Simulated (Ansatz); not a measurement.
# A frame of Al2O3 from 2000 K with crystalline order left by the classical run (150 atoms) under strain

How stiff is a frame of Al2O3 from 2000 K with crystalline order left by the classical run (150 atoms), and how do its levels respond to strain?

Method: Kohn-Sham DFT, RPBE, PAW (set soft_1), plane waves, in Ansatz 0.2.0.

### 1. The structure

The cell holds 150 atoms: 60 Al and 90 O. Its edges and angles: a = 11.325 Å, b = 11.325 Å, c = 11.325 Å, α = 90.0°, β = 90.0°, γ = 90.0°. It derives from Al2O3. 150 atoms (60 Al, 90 O) placed at random at 3 g/cm³, melted at 5000 K for 10 ps at fixed volume with the Morse and Coulomb pair potential with partial charges (Pedone, Malavasi, Menziani, Cormack and Segre, J. Phys. Chem. B 110, 11780 (2006)). Snapshot at the end of a hold of 10 ps at 2000 K and zero pressure.

Limits known from the start: The network of bonds at the start is that of the classical potential that made the cell, and needn't be the one that DFT or experiment would give. Only the Γ point is sampled.

### 2. Single point at the start

A single point comes first, to see the forces before anything moves.

The input, input.yaml:

```yaml
crystal:
  lattice:
    - [11.32468, 0.0, 0.0]
    - [0.0, 11.32468, 0.0]
    - [0.0, 0.0, 11.32468]
  atoms:
    - { symbol: Al, position: [0.33603, 0.95046, 0.7202] }
    - { symbol: Al, position: [0.30046, 0.99129, 0.15804] }
    - { symbol: Al, position: [0.26788, 0.66269, 0.40821] }
    - { symbol: Al, position: [0.77898, 0.93524, 0.76681] }
    - { symbol: Al, position: [0.80551, 0.94629, 0.23224] }
    - { symbol: Al, position: [0.2029, 0.42629, 0.21842] }
    - { symbol: Al, position: [0.58659, 0.30318, 0.69864] }
    - { symbol: Al, position: [0.84143, 0.19745, 0.80919] }
    - { symbol: Al, position: [0.37103, 0.23496, 0.57866] }
    - { symbol: Al, position: [0.14821, 0.80471, 0.2333] }
    - { symbol: Al, position: [0.50809, 0.75414, 0.38345] }
    - { symbol: Al, position: [0.95378, 0.75993, 0.85562] }
    - { symbol: Al, position: [0.43731, 0.77691, 0.61386] }
    - { symbol: Al, position: [0.57012, 0.03977, 0.35267] }
    - { symbol: Al, position: [0.0651, 0.2478, 0.17462] }
    - { symbol: Al, position: [0.32614, 0.58439, 0.95904] }
    - { symbol: Al, position: [0.062, 0.76825, 0.58265] }
    - { symbol: Al, position: [0.72799, 0.7973, 0.00102] }
    - { symbol: Al, position: [0.27038, 0.62541, 0.66906] }
    - { symbol: Al, position: [0.69472, 0.49285, 0.2554] }
    - { symbol: Al, position: [0.43652, 0.47664, 0.52298] }
    - { symbol: Al, position: [0.6679, 0.76908, 0.63306] }
    - { symbol: Al, position: [0.32289, 0.24644, 0.05874] }
    - { symbol: Al, position: [0.74468, 0.71073, 0.25194] }
    - { symbol: Al, position: [0.83823, 0.19362, 0.57906] }
    - { symbol: Al, position: [0.34467, 0.3843, 0.80407] }
    - { symbol: Al, position: [0.18903, 0.8241, 0.94471] }
    - { symbol: Al, position: [0.96821, 0.46684, 0.3088] }
    - { symbol: Al, position: [0.07922, 0.28641, 0.67738] }
    - { symbol: Al, position: [0.46036, 0.51694, 0.26681] }
    - { symbol: Al, position: [0.94277, 0.73783, 0.13539] }
    - { symbol: Al, position: [0.37064, 0.21269, 0.31267] }
    [... 112 atom lines left out ...]
    - { symbol: O, position: [0.9413, 0.67945, 0.52676] }
    - { symbol: O, position: [0.11983, 0.69181, 0.86834] }
    - { symbol: O, position: [0.39557, 0.36936, 0.19929] }
    - { symbol: O, position: [0.8431, 0.46161, 0.54547] }
    - { symbol: O, position: [0.68926, 0.6163, 0.65541] }
    - { symbol: O, position: [0.06888, 0.47153, 0.43988] }
kpoints:
  mp_grid: { grid: [1, 1, 1] }
hamiltonian:
  xc: rpbe
  pseudopotentials: { kind: paw, azcp: { folder: soft_1 } }
scf:
  occupations: { method: fermi_dirac, width: 0.172 }
output:
  forces: true
```

The run is started by

```bash
ansatz run input.yaml --threads 4 --pin off --max-ram 8192MiB --backend cpu --events-out ev --progress --plain --runs-dir out
```

Numbers of over 12 decimals in the logs are rounded to 6 here.

The program printed:

```text
band count auto-derived: 523 (N_el = 720.0; filled up to band 360; 510 by the electrons, moments and atoms)
Engine: ansatz 0.2.0, aarch64-unknown-linux-gnu
Pseudopotentials: kind: paw
Pseudopotential: Al, paw, valence charge 3, recommended cutoff 420 eV (normal), soft_1/Al.paw.azcp
Pseudopotential: O, paw, valence charge 6, recommended cutoff 420 eV (normal), soft_1/O.paw.azcp
Functional definition: RPBE
  parameter kappa = 0.804
  parameter beta = 0.066725
  exchange = rpbe_x(kappa = kappa, mu = beta*pi^2/3)
  correlation = pbe_c(beta = beta)
Crystal: 150 atoms, lattice volume = 1452.372 Å³
Basis set: ecut = 420 eV, 28425 PW (Γ), exchange–correlation on 160×160×160 points (8 copies of the dense FFT grid, shifted against one another)
Bands: 523, of which v1, the nominal top of the filled ones, is band 360 counted from 1 (359 counted from 0)
Symmetry: 1 space group operations
Space group: P1 (ITA 1), of the structure as read, at distance tolerance 1.1e-4 Å
k-points: 1
Non-local potential: Al, projectors of the file, l = 0: 2, l = 1: 2, l = 2: 1
Non-local potential: O, projectors of the file, l = 0: 2, l = 1: 2, l = 2: 1
PAW form: soft (Blöchl's): semilocal exchange-correlation on the pseudo side does not see the compensation charge
PAW frozen core: Al, regenerated for the run's functional, and the local potential with it (the file was generated under x = pbe(κ = 0.804, μ = 0.219515), c = pbe(β = 0.066725))
PAW frozen core: O, regenerated for the run's functional, and the local potential with it (the file was generated under x = pbe(κ = 0.804, μ = 0.219515), c = pbe(β = 0.066725))
PAW one-centre angular grid: Al, 110 points (default); XC on 64 Gauss nodes
PAW one-centre angular grid: O, 110 points (default); XC on 64 Gauss nodes
Initial density: superposition of atomic densities (chi_scale 0.1, normalization cell, long waves kept (reshape's long-wave potential 0.12 eV rms))
Initial wavefunctions: pseudopotential atomic-orbital guess
Functional: x = rpbe, c = pbe(β = 0.066725)
SCF iter   1: F=—  HF=-83872.386759 eV  |F-HF|=—  |Δ(HF+E_count)|=         —  Δρ=1.40e-1  dr2=2.88e2  ethr=3.10e-3  ⟨swp⟩=5.0  Hψ=2106  notcnv=0  defer=91
preconditioner: auto → Resta (q_TF=auto, 2.427 Å⁻¹)  ε∞=3.3  [insulator: Δε(μ)=3.871 eV  Ē_g=17.400 eV  σ=0.172 eV  W_gap=1.00  n_scr=364 (ndim 8)  ℏωp=26.1 eV  f_vac=0.000  D(μ)=0.00/eV (n_scr^D=0)  ε∞_Penn≈3.3]
SCF iter   2: F=—  HF=-83805.256592 eV  |F-HF|=—  |Δ(HF+E_count)|=    6.71e1  Δρ=5.11e-2  dr2=4.37e1  ethr=3.10e-3  ⟨swp⟩=3.0  Hψ=1002  notcnv=0  defer=143
SCF iter   3: F=—  HF=-83795.699029 eV  |F-HF|=—  |Δ(HF+E_count)|=    9.56e0  Δρ=1.61e-2  dr2=3.00e0  ethr=3.10e-3  ⟨swp⟩=4.0  Hψ=996  notcnv=0  defer=136
SCF iter   4: F=—  HF=-83795.849552 eV  |F-HF|=—  |Δ(HF+E_count)|=   1.51e-1  Δρ=1.79e-3  dr2=5.02e-2  ethr=4.17e-4  ⟨swp⟩=3.0  Hψ=774  notcnv=0  defer=136
SCF iter   5: F=—  HF=-83795.903475 eV  |F-HF|=—  |Δ(HF+E_count)|=   5.39e-2  Δρ=6.05e-4  dr2=5.15e-3  ethr=6.97e-6  ⟨swp⟩=2.0  Hψ=740  notcnv=0  defer=136
SCF iter   6: F=—  HF=-83795.908870 eV  |F-HF|=—  |Δ(HF+E_count)|=   5.39e-3  Δρ=1.86e-4  dr2=6.14e-4  ethr=7.15e-7  ⟨swp⟩=2.0  Hψ=743  notcnv=0  defer=136
SCF iter   7: F=—  HF=-83795.909625 eV  |F-HF|=—  |Δ(HF+E_count)|=   7.55e-4  Δρ=4.67e-5  dr2=3.98e-5  ethr=8.52e-8  ⟨swp⟩=3.0  Hψ=735  notcnv=0  defer=136
SCF iter   8: F=—  HF=-83795.907559 eV  |F-HF|=—  |Δ(HF+E_count)|=   2.07e-3  Δρ=2.01e-5  dr2=5.17e-6  ethr=5.52e-9  ⟨swp⟩=3.0  Hψ=885  notcnv=0  defer=136
SCF iter   9: F=—  HF=-83795.907564 eV  |F-HF|=—  |Δ(HF+E_count)|=   5.54e-6  Δρ=6.42e-6  dr2=6.23e-7  ethr=7.18e-10  ⟨swp⟩=3.0  Hψ=743  notcnv=0  defer=136
SCF iter  10: F=-83795.907565 eV  HF=-83795.907565 eV  |F-HF|=4.29e-8  |Δ(HF+E_count)|=   7.98e-7  Δρ=1.79e-6  dr2=4.26e-8  ethr=1.39e-11  ⟨swp⟩=4.0  Hψ=1517  notcnv=0
SCF 1 converged in 10 iterations: F = -83795.907565 eV  dr2 = 4.26e-8
  greatest PAW one-centre occupation: 0.875 electrons in one spin orbital (limit 2), on the O atom at site 115 (counted from 0), in its partial waves of l = 0
SCF converged after 10 iterations
Free energy (F): -83795.907565 eV
Harris-Foulkes:  -83795.907565 eV  (|F-HF|=4.29e-8)
Internal energy: -83795.849670 eV  (E = F + TS)
E sigma→0 (E₀):  -83795.878617 eV
Entropy (-TS):   -0.057895 eV (-0.386 meV/atom)
Fermi energy:    8.761122 eV
--- Per-component energies (eV) ---
  E_band       = 6.145495
  E_kinetic    = 17102.080482
  E_local      = -34110.103421  (includes V_loc(G=0)·N_el)
  E_nonlocal   = 5217.638276
  E_hartree    = 13055.792378
  E_xc         = -8891.265587
  E_vxc        = -10181.424613  (∫ρ·V_xc dr)
  E_paw        = -43173.634359  (= ΣΔE_a)
  E_vpaw       = -4133.707362  (= ΣTr[D̂ρ^β])
  E_aug_tail   = 0.070386  (compensation charges beyond the density's cutoff)
  E_ewald      = -32993.511029
  E_core_change = -2.916797  (= ΣΔE_core)
  E_smearing   = -0.057895  (= −TS)
  E_closure    = -0.000000  (closes the sum)
  Σ components = -83795.907565   (vs F -83795.907565, Δ=0.00e0)
--- Forces (eV/Å), atoms counted from 1 ---
  atom   1  Al    -8.41098840    -0.64751305    -0.07292633
  atom   2  Al    -4.64792624     3.21747724     2.97995550
  atom   3  Al     0.62796276    -2.92073109    -5.68736877
  atom   4  Al     2.74925277     1.76845481     0.55051579
  atom   5  Al     3.50659982     0.46755476     0.00892686
  atom   6  Al     4.28985538    -0.88803288    -2.11232179
  atom   7  Al     0.57895601    -4.80642624    -4.24607881
  atom   8  Al     2.57385523    -0.32518260     3.35060789
  atom   9  Al     0.98913689    -0.64703963     1.89491941
  atom  10  Al     3.40550539     0.68736922     0.33185891
  atom  11  Al    -2.53512515    -0.59070060    -4.85542922
  atom  12  Al     1.66983872    -0.12646990    -0.90782775
  atom  13  Al     1.91478854    -0.18263032     2.22075861
  atom  14  Al     0.80389243     0.95192675    -2.10594289
[...]
atom 149  O      1.50485949     0.00550868    -1.89350302
  atom 150  O     -6.61505948     1.76192766    -2.75695169
  max |Σ_I F_I| component: 7.87e-5 eV/Å
```

Wall time 19 s (4 threads of Arm Neoverse V2, shared host); peak memory 2.1 GiB.

The column dr2 measures how far the density is from self-consistency, as an energy; F and HF (Harris–Foulkes) agree once it is small.

The r.m.s. force at the start is 2.5 eV/Å.

### 3. Cell and atoms relaxed

Cell and atoms are freed together, to release stress as well as forces.

The input, input.yaml:

```yaml
crystal:
  lattice:
    - [11.32468, 0.0, 0.0]
    - [0.0, 11.32468, 0.0]
    - [0.0, 0.0, 11.32468]
  atoms:
    [... the 150 atom lines of step 2 ...]
kpoints:
  mp_grid: { grid: [1, 1, 1] }
hamiltonian:
  xc: rpbe
  pseudopotentials: { kind: paw, azcp: { folder: soft_1 } }
scf:
  occupations: { method: fermi_dirac, width: 0.172 }
output:
  forces: true
relax:
  f_tol: 0.05
  max_steps: 150
  cell: {}
```

The program printed:

```text
[...]
Crystal: 150 atoms, lattice volume = 1452.372 Å³
Basis set: ecut = 420 eV, 28425 PW (Γ), exchange–correlation on 160×160×160 points (8 copies of the dense FFT grid, shifted against one another)
Bands: 523, of which v1, the nominal top of the filled ones, is band 360 counted from 1 (359 counted from 0)
Symmetry: 1 space group operations
[...]
k-points: 1
[...]
SCF iter   1: F=—  HF=-83872.386759 eV  |F-HF|=—  |Δ(HF+E_count)|=         —  Δρ=1.40e-1  dr2=2.88e2  ethr=3.10e-3  ⟨swp⟩=5.0  Hψ=2106  notcnv=0  defer=91
[...]
SCF iter   9: F=—  HF=-83795.907564 eV  |F-HF|=—  |Δ(HF+E_count)|=   5.54e-6  Δρ=6.42e-6  dr2=6.23e-7  ethr=7.18e-10  ⟨swp⟩=3.0  Hψ=743  notcnv=0  defer=136
SCF iter  10: F=-83795.907565 eV  HF=-83795.907565 eV  |F-HF|=4.28e-8  |Δ(HF+E_count)|=   7.97e-7  Δρ=1.79e-6  dr2=4.26e-8  ethr=1.39e-11  ⟨swp⟩=4.0  Hψ=1517  notcnv=0
SCF 1 converged in 10 iterations: F = -83795.907565 eV  dr2 = 4.26e-8
[...]
relax step   1: F+E_penalty+E_count = -83795.90756496 eV  Δ(F+E_penalty+E_count) = +0.000e0 eV  max|allowed force component| = 1.063e1 eV/Å  Δτ_max = 0.0000 Å  P = +17.655 GPa  Ω = 1452.372 Å³  (10 SCF iters, dr2 threshold 1.00e-7 eV, accepted)
[... from here on, the SCF cycles and remarks between the steps are left out ...]
relax step   2: F+E_penalty+E_count = -83821.72751420 eV  Δ(F+E_penalty+E_count) = -2.582e1 eV  max|allowed force component| = 6.167e0 eV/Å  Δτ_max = 0.1949 Å  P = +8.061 GPa  Ω = 1487.604 Å³  energy of the carried Pulay correction = -7.797e-2 eV  (8 SCF iters, dr2 threshold 1.50e-5 eV, accepted)
relax step   3: F+E_penalty+E_count = -83839.64314015 eV  Δ(F+E_penalty+E_count) = -1.792e1 eV  max|allowed force component| = 2.471e0 eV/Å  Δτ_max = 0.1969 Å  P = +1.280 GPa  Ω = 1506.569 Å³  energy of the carried Pulay correction = -1.192e-1 eV  (8 SCF iters, dr2 threshold 1.50e-5 eV, accepted)
relax step   4: F+E_penalty+E_count = -83845.22218653 eV  Δ(F+E_penalty+E_count) = -5.579e0 eV  max|allowed force component| = 1.514e0 eV/Å  Δτ_max = 0.1949 Å  P = -0.039 GPa  Ω = 1506.610 Å³  energy of the carried Pulay correction = -1.193e-1 eV  (7 SCF iters, dr2 threshold 1.50e-5 eV, accepted)
relax step   5: F+E_penalty+E_count = -83848.30283722 eV  Δ(F+E_penalty+E_count) = -3.081e0 eV  max|allowed force component| = 1.126e0 eV/Å  Δτ_max = 0.2000 Å  P = -0.181 GPa  Ω = 1499.693 Å³  energy of the carried Pulay correction = -1.043e-1 eV  (7 SCF iters, dr2 threshold 1.50e-5 eV, accepted)
relax step   6: F+E_penalty+E_count = -83850.51108204 eV  Δ(F+E_penalty+E_count) = -2.208e0 eV  max|allowed force component| = 1.026e0 eV/Å  Δτ_max = 0.1952 Å  P = -0.041 GPa  Ω = 1493.817 Å³  energy of the carried Pulay correction = -9.153e-2 eV  (7 SCF iters, dr2 threshold 1.50e-5 eV, accepted)
relax step   7: F+E_penalty+E_count = -83851.62179057 eV  Δ(F+E_penalty+E_count) = -1.111e0 eV  max|allowed force component| = 6.944e-1 eV/Å  Δτ_max = 0.1946 Å  P = +0.255 GPa  Ω = 1489.596 Å³  energy of the carried Pulay correction = -8.232e-2 eV  (7 SCF iters, dr2 threshold 1.50e-5 eV, accepted)
relax step   8: F+E_penalty+E_count = -83852.41750878 eV  Δ(F+E_penalty+E_count) = -7.957e-1 eV  max|allowed force component| = 4.914e-1 eV/Å  Δτ_max = 0.2000 Å  P = +0.172 GPa  Ω = 1487.194 Å³  energy of the carried Pulay correction = -7.707e-2 eV  (7 SCF iters, dr2 threshold 1.50e-5 eV, accepted)
relax step   9: F+E_penalty+E_count = -83853.04943512 eV  Δ(F+E_penalty+E_count) = -6.319e-1 eV  max|allowed force component| = 4.851e-1 eV/Å  Δτ_max = 0.2000 Å  P = +0.081 GPa  Ω = 1483.742 Å³  energy of the carried Pulay correction = -6.951e-2 eV  (7 SCF iters, dr2 threshold 1.50e-5 eV, accepted)
relax step  10: F+E_penalty+E_count = -83853.40092073 eV  Δ(F+E_penalty+E_count) = -3.515e-1 eV  max|allowed force component| = 2.529e-1 eV/Å  Δτ_max = 0.1951 Å  P = -0.026 GPa  Ω = 1481.619 Å³  energy of the carried Pulay correction = -6.486e-2 eV  (7 SCF iters, dr2 threshold 1.47e-5 eV, accepted)
relax step  11: F+E_penalty+E_count = -83853.69477376 eV  Δ(F+E_penalty+E_count) = -2.939e-1 eV  max|allowed force component| = 2.138e-1 eV/Å  Δτ_max = 0.2000 Å  P = +0.007 GPa  Ω = 1477.957 Å³  energy of the carried Pulay correction = -5.681e-2 eV  (7 SCF iters, dr2 threshold 4.00e-6 eV, accepted)
relax step  12: F+E_penalty+E_count = -83853.93158363 eV  Δ(F+E_penalty+E_count) = -2.368e-1 eV  max|allowed force component| = 1.932e-1 eV/Å  Δτ_max = 0.2000 Å  P = +0.060 GPa  Ω = 1475.327 Å³  energy of the carried Pulay correction = -5.101e-2 eV  (8 SCF iters, dr2 threshold 2.86e-6 eV, accepted)
relax step  13: F+E_penalty+E_count = -83854.05120720 eV  Δ(F+E_penalty+E_count) = -1.196e-1 eV  max|allowed force component| = 1.116e-1 eV/Å  Δτ_max = 0.2000 Å  P = +0.025 GPa  Ω = 1474.451 Å³  energy of the carried Pulay correction = -4.908e-2 eV  (7 SCF iters, dr2 threshold 2.33e-6 eV, accepted)
relax step  14: F+E_penalty+E_count = -83853.78505834 eV  Δ(F+E_penalty+E_count) = +2.661e-1 eV  max|allowed force component| = 2.257e0 eV/Å  Δτ_max = 0.1996 Å  P = +0.268 GPa  Ω = 1473.021 Å³  energy of the carried Pulay correction = -4.593e-2 eV  (8 SCF iters, dr2 threshold 7.79e-7 eV, rejected (line search))
relax step  15: F+E_penalty+E_count = -83854.09124450 eV  Δ(F+E_penalty+E_count) = -4.004e-2 eV  max|allowed force component| = 9.471e-2 eV/Å  Δτ_max = 0.0998 Å  P = -0.019 GPa  Ω = 1474.201 Å³  energy of the carried Pulay correction = -4.853e-2 eV  (12 SCF iters, accepted)
relax step  16: F+E_penalty+E_count = -83854.11363190 eV  Δ(F+E_penalty+E_count) = -2.239e-2 eV  max|allowed force component| = 1.625e-1 eV/Å  Δτ_max = 0.0958 Å  P = +0.180 GPa  Ω = 1472.186 Å³  energy of the carried Pulay correction = -4.408e-2 eV  (7 SCF iters, dr2 threshold 5.61e-7 eV, accepted)
relax step  17: F+E_penalty+E_count = -83854.14430343 eV  Δ(F+E_penalty+E_count) = -3.067e-2 eV  max|allowed force component| = 6.108e-2 eV/Å  Δτ_max = 0.1473 Å  P = -0.032 GPa  Ω = 1472.773 Å³  energy of the carried Pulay correction = -4.538e-2 eV  (7 SCF iters, dr2 threshold 1.65e-6 eV, accepted)
relax step  18: F+E_penalty+E_count = -83854.14601691 eV  Δ(F+E_penalty+E_count) = -1.713e-3 eV  max|allowed force component| = 2.582e-2 eV/Å  Δτ_max = 0.0397 Å  P = +0.019 GPa  Ω = 1472.763 Å³  energy of the carried Pulay correction = -4.535e-2 eV  (7 SCF iters, dr2 threshold 2.33e-7 eV, accepted)
relax step  19: F+E_penalty+E_count = -83854.30133769 eV  Δ(F+E_penalty+E_count) = -1.553e-1 eV  max|allowed force component| = 2.561e-2 eV/Å  Δτ_max = 0.0000 Å  P = +0.214 GPa  Ω = 1472.763 Å³  stress off target by 3.99e-1 GPa  SCF on the basis re-selected at this cell (its energy is not comparable with the rows above)  (7 SCF iters)
relax step  20: F+E_penalty+E_count = -83854.30459815 eV  Δ(F+E_penalty+E_count) = -3.260e-3 eV  max|allowed force component| = 2.616e-2 eV/Å  Δτ_max = 0.0697 Å  P = -0.025 GPa  Ω = 1473.985 Å³  energy of the carried Pulay correction = -2.685e-3 eV  (7 SCF iters, dr2 threshold 3.98e-7 eV, accepted)
relax step  21: F+E_penalty+E_count = -83854.30591239 eV  Δ(F+E_penalty+E_count) = -1.314e-3 eV  max|allowed force component| = 9.701e-3 eV/Å  Δτ_max = 0.0238 Å  P = +0.001 GPa  Ω = 1473.804 Å³  energy of the carried Pulay correction = -2.276e-3 eV  (8 SCF iters, dr2 threshold 7.77e-9 eV, accepted)
relax step  22: F+E_penalty+E_count = -83854.30913373 eV  Δ(F+E_penalty+E_count) = -3.221e-3 eV  max|allowed force component| = 9.744e-3 eV/Å  Δτ_max = 0.0000 Å  P = +0.003 GPa  Ω = 1473.804 Å³  stress off target by 2.49e-2 GPa  SCF on the basis re-selected at this cell (its energy is not comparable with the rows above)  (5 SCF iters)
[...]
SCF converged after 5 iterations
Free energy (F): -83854.309134 eV
[...]
Internal energy: -83854.308732 eV  (E = F + TS)
E sigma→0 (E₀):  -83854.308933 eV
Entropy (-TS):   -0.000401 eV (-0.003 meV/atom)
Fermi energy:    9.034976 eV
[...]
Σ components = -83854.309134   (vs F -83854.309134, Δ=0.00e0)
--- Forces (eV/Å), atoms counted from 1 ---
  atom   1  Al     0.00163381    -0.00237151    -0.00372213
  atom   2  Al     0.00064065    -0.00147157     0.00128892
  atom   3  Al    -0.00045330     0.00132331    -0.00444986
  atom   4  Al    -0.00144950    -0.00203621    -0.00010486
[...]
atom 150  O      0.00153832    -0.00096771     0.00134790
  max |Σ_I F_I| component: 4.95e-5 eV/Å
--- Stress (GPa, compression-positive) ---
        0.005646       0.006638       0.003812
        0.006642       0.001210       0.020662
        0.003803       0.020664       0.001557
  P = ⅓ Tr σ = 0.0028 GPa (0.028 kbar)
--- Relaxed structure (20 steps of the walk, 19 accepted, 2 SCFs on fresh bases) ---
  F+E_penalty+E_count = -83854.30913373 eV   max|allowed force component| = 9.744e-3 eV/Å   (the final SCF, on the basis selected at the relaxed cell)
  cell:  # Å, volume = 1473.8037 Å³
    - [11.616999, 0.134457, -0.077078]
    - [0.134457, 11.226650, 0.440603]
    - [-0.077078, 0.440603, 11.319886]
  atoms:
    - { symbol: Al, position: [0.309908, 0.939451, 0.715550] }
    - { symbol: Al, position: [0.305093, 0.981995, 0.188550] }
    - { symbol: Al, position: [0.298417, 0.651812, 0.390774] }
    - { symbol: Al, position: [0.813866, 0.958329, 0.725509] }
[...]
- { symbol: O, position: [0.053009, 0.450989, 0.416195] }
```

Run time: 6.8 min. Hardware: 4 threads; peak memory 2.2 GiB; 26 min of CPU time.

The relaxation converged after 20 steps, with a largest force component of 0.0097 eV/Å.

(Part 1 of 4 ends here.)

[Logs are printed without paths, hosts, clocks, repeated set-up lines and the standing remarks that a program may print on its own settings, such as how far it seeks lower states.]

[Hosts, paths, dates, database ids (printed as entryN), source tags and the programs' standing remarks are cut or masked in the printed files.]
